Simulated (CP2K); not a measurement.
NbP:

```xyz
4
Lattice="3.3498 0.0000 0.0000 0.0000 3.3498 0.0000 1.6749 -1.6749 5.7401" Properties=species:S:1:pos:R:3 pbc="T T T"
Nb    1.6749    0.0000    2.8714
Nb    1.6749    1.6749    0.0014
P     3.3498    1.6749    1.9201
P     1.6749    1.6749    4.7901
```

The cell is a database's computed one.

Base run:

| Property | Result |
| --- | --- |
| Program | CP2K 2026.2 |
| Functional | PBE |
| Potentials or basis | GTH_POTENTIALS Nb GTH-PBE-q13, P GTH-PBE-q5; DZVP-MOLOPT-SR-GTH basis |
| Density cutoff | 6123 eV |
| k mesh | 8 × 8 × 8 |
| Occupations | fermi-dirac, width 0.05 eV |
| Spin | no spin polarisation |

Its results: band gap on the k mesh none (metal or under the smearing width); pressure -0.8 GPa; largest force 0.007 eV/Å.

Task: The run is repeated on the same cell with these changes: functional from PBE to HLE16. What comes out?

Result: Band gap on the k mesh none (metal or under the smearing width); pressure -37.3 GPa; largest force 0.054 eV/Å.

Caveats: the basis of atomic orbitals isn't converged, which shifts pressures, moduli and gaps; the potentials were made for a functional far from this one (some runs); the cell as given lies far from equilibrium (some runs); the potentials were made for another functional, which shifts forces and pressure (some runs).
